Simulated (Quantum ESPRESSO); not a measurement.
Pr under changes of volume

One of the cells (36.905 Å³/atom); the others are scaled copies at fixed shape and fractional positions:

```
Pr
1.0
    -2.09737    2.09737    2.09737
     2.09737   -2.09737    2.09737
     2.09737    2.09737   -2.09737
Pr
1
Direct
  0.00000 0.00000 0.00000
```

This isn't the form of Pr at room conditions, which is double hcp.

```yaml
Program: Quantum ESPRESSO 7.5
Functional: LDA
Potentials_or_basis: SSSP 1.3 efficiency PBE
Cutoff: 748 eV
Density_cutoff: 5987 eV
k_mesh: 9 × 9 × 9
Occupations: fermi-dirac, width 0.05 eV
Spin: collinear spin, ferromagnetic start
Starting_moments: "[2.0] μB"
```

```csv
volume (Å³/atom),energy over the lowest point (meV/atom),pressure (GPa),moment (μB per cell)
34.691,0.00,-7.1,2.81
35.429,34.46,-7.2,2.82
36.167,69.57,-7.4,2.82
36.905,105.02,-7.5,2.83
37.643,?,?,?
38.381,177.18,-7.6,2.84
39.119,213.70,-7.7,2.84
```

What does the run at 37.643 Å³/atom give?

Energy over the lowest point 140.94 meV/atom; pressure -7.5 GPa; moment 2.84 μB per cell.

Worked out: A Birch-Murnaghan fit of order 3 (a polynomial in V^(-2/3)) to the other rows has no minimum within the range. It gives 140.94 meV/atom at 37.643 Å³/atom, against the run's 140.94, and -dE/dV = -7.8 GPa, against -7.5. A straight line through the other rows of the moment, of slope 0.0069 μB per Å³/atom, gives 2.83 μB, against the run's 2.84.

Energies are extrapolated to zero smearing.

Caveats: the potentials were made for another functional, which shifts forces and pressure; the magnetic or orbital state may not be the lowest.
